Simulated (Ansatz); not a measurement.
Space group R-3:H (No. 148). a = 10.703 Å, b = 10.703 Å, c = 4.567 Å, α = 90.00°, β = 90.00°, γ = 120.00°
```csv
atom,site,symmetry,x,y,z
Se,18f,1,0.8429,0.5505,0.4596
```

Equation of state of this Se structure (not necessarily the ground state), with shape and atoms relaxed at each volume where symmetry leaves them free. Method: Ansatz, DFT PBEsol, scalar-relativistic, plane waves, PAW.

Plane waves to 420 eV, a k mesh through Γ of 6×6×6 on the computed 6-atom cell and Gaussian smearing (0.02 eV); no spin polarisation.

```tsv
V (Å³/atom)	E − E(largest V) (meV/atom)	P (GPa)	gap on mesh (eV)
23.659	1.95	1.13	0.80
24.414	-1.72	0.50	0.89
25.169	-2.80	0.00	0.98
25.924	-2.04	-0.33	1.07
26.679	0.00	-0.54	1.15
```

Q: Fit a third-order Birch–Murnaghan equation to E(V).

A: V0 = 25.19 Å³/atom, B0 = 13 GPa, B0' = 10.7. B0' is unusual or poorly fixed by this range.

The gaps are read on the mesh, which can miss the band edges, so they can be too wide.

This form isn't the element's structure at ambient conditions.